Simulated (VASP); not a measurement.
Write the native input for VASP 6.6.1 that does the following.

| Item | Value |
| --- | --- |
| Task | single point |
| Functional | PBE |
| Potentials or basis | VASP PAW PBE potentials, release 64 (Ba_sv, Zr_sv, O) |
| Cutoff | 520 eV |
| k mesh | 6 × 6 × 6 |
| Occupations | fermi-dirac, width 0.05 eV |
| Spin | no spin polarisation |
| Further INCAR settings | ALGO = Normal; EDIFF = 1e-07; NBANDS = 28 |

The structure of BaZrO3 lies in POSCAR:

```
BaZrO3
1.0
    4.1913400000      0.0000000000      0.0000000000
    0.0000000000      4.1913400000      0.0000000000
    0.0000000000      0.0000000000      4.1913400000
Ba Zr O
1 1 3
Direct
    0.0000000000      0.0000000000      0.0000000000
    0.5000000000      0.5000000000      0.5000000000
    0.5000000000      0.5000000000      0.0000000000
    0.5000000000      0.0000000000      0.5000000000
    0.0000000000      0.5000000000      0.5000000000
```

One way to write it, as run:

INCAR

```
SYSTEM = BaZrO3
PREC = Accurate
ENCUT = 520
EDIFF = 1E-7
ISMEAR = -1
SIGMA = 0.05
LREAL = .False.
LASPH = .True.
NELM = 100
ALGO = Normal
ISIF = 2
LWAVE = .False.
LCHARG = .False.
GGA = PE
NBANDS = 28
```

KPOINTS

```
Automatic mesh
0
Gamma
  6 6 6
  0 0 0
```

Potentials or basis: VASP PAW PBE potentials, release 64 (Ba_sv, Zr_sv, O).

Launch:

```console
$ cat potpaw_PBE.64/Ba_sv/POTCAR potpaw_PBE.64/Zr_sv/POTCAR potpaw_PBE.64/O/POTCAR > POTCAR
$ mpirun -np 1 vasp_std > vasp.out
```

Results of the run:

* Pressure: 5.1 GPa
* Band gap on the k mesh: 3.19 eV, indirect (least direct gap 3.41 eV)

Caveat: spin-orbit coupling is left out, which moves the levels of the heavy elements.

Wall time 22 s on 1 thread of Intel(R) Xeon(R) Platinum 8488C (Sapphire Rapids), on a shared host, peak memory 0.19 GiB.
